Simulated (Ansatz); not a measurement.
LiH, one cell by several methods

```xyz
2
Lattice="-0.0406 2.0122 2.0122 2.0122 -0.0406 2.0122 2.0122 2.0122 -0.0406" Properties=species:S:1:pos:R:3 pbc="T T T"
Li    0.0000    0.0000    0.0000
H     1.9918    1.9918    1.9919
```

Atom numbers follow the list: Li1, H2.

The cell comes from COD entry 1010896, which wasn't checked; take it as a given geometry. It differs from other determinations. The listed cell was then made from it by scaling, straining or moving an atom.

Methods: DFT, LDA, PAW with Ansatz's default frozen-core files, scalar-relativistic (Ansatz 0.2.0); DFT, LDA, all-electron LAPW, scalar-relativistic (Ansatz 0.2.0).

For PAW: a Γ-centred 11×11×11 k mesh, Fermi–Dirac smearing of 0.03 eV, cutoff 420 eV, no spin polarisation; the PAW files were made with PBE, and the program remakes their frozen cores for this functional. LAPW targets a basis error of 1 meV/atom. The Ansatz runs share mesh, smearing and spin set-up. Plane-wave (PAW) pressures include the program's estimate of the Pulay term.

Stress and pressure are positive in compression.

The change that made this cell: equal xy, yz and zx engineering shear strains of -2 %.

PAW results:

| quantity | PAW |
| --- | --- |
| pressure (GPa) | -3.91 |
| stress yz (GPa) | 0.88 |
| stress xz (GPa) | 0.88 |
| stress xy (GPa) | 0.88 |
| band gap (eV) | 2.829 |

Task: What does LAPW (all electrons) give for the same quantities?

Result: 
| quantity | LAPW |
| --- | --- |
| pressure (GPa) | -3.89 |
| stress yz (GPa) | 0.88 |
| stress xz (GPa) | 0.88 |
| stress xy (GPa) | 0.88 |
| band gap (eV) | 2.652 |
